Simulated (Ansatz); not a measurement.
Al: a prediction, then the measurements

Computed with DFT PBE, scalar-relativistic, plane waves, PAW (Ansatz).

Plane waves to 420 eV, a k mesh through Γ of 26×26×26 on the computed 1-atom cell and Gaussian smearing (0.10 eV); no spin polarisation.

Relaxed structure:

```cif
data_structure
_symmetry_space_group_name_H-M 'P 1'
_symmetry_Int_Tables_number 1
_cell_length_a 2.8574
_cell_length_b 2.8574
_cell_length_c 2.8574
_cell_angle_alpha 120.012
_cell_angle_beta 120.001
_cell_angle_gamma 89.989
_cell_volume 16.50
loop_
_atom_site_label
_atom_site_type_symbol
_atom_site_fract_x
_atom_site_fract_y
_atom_site_fract_z
_atom_site_occupancy
Al1 Al 0.00000 0.50000 0.50000 1
```

| Quantity | Value |
| --- | --- |
| Space group | Fm-3m (No. 225) |
| Volume per atom | 111.3 bohr³ |
| Energy over the standard state (uncorrected) | 0.000 eV/atom |
| Kohn–Sham band gap | none (metal) |
| Density of states at the Fermi level | 0.4 states/eV per cell |
| Orbital (Löwdin) character within 0.5 eV of the Fermi level | Al 3p 64 %, Al 3s 31 %, unprojected 6 % |
| Bader charge by site (e) | Al (1 in the cell) 0.00 |

**Against measurements.**

Against the measured lattice constant a of Al, 4.05 Å (a printed reference work (monograph)), the calculated 4.041 Å is off by -0.2 %. The calculation is for 0 K without zero-point motion.

The cell was reached from a generator's guess, though it ends in a space group that the Crystallography Open Database lists for this formula. Löwdin shares on free-atom orbitals overweight diffuse shells.
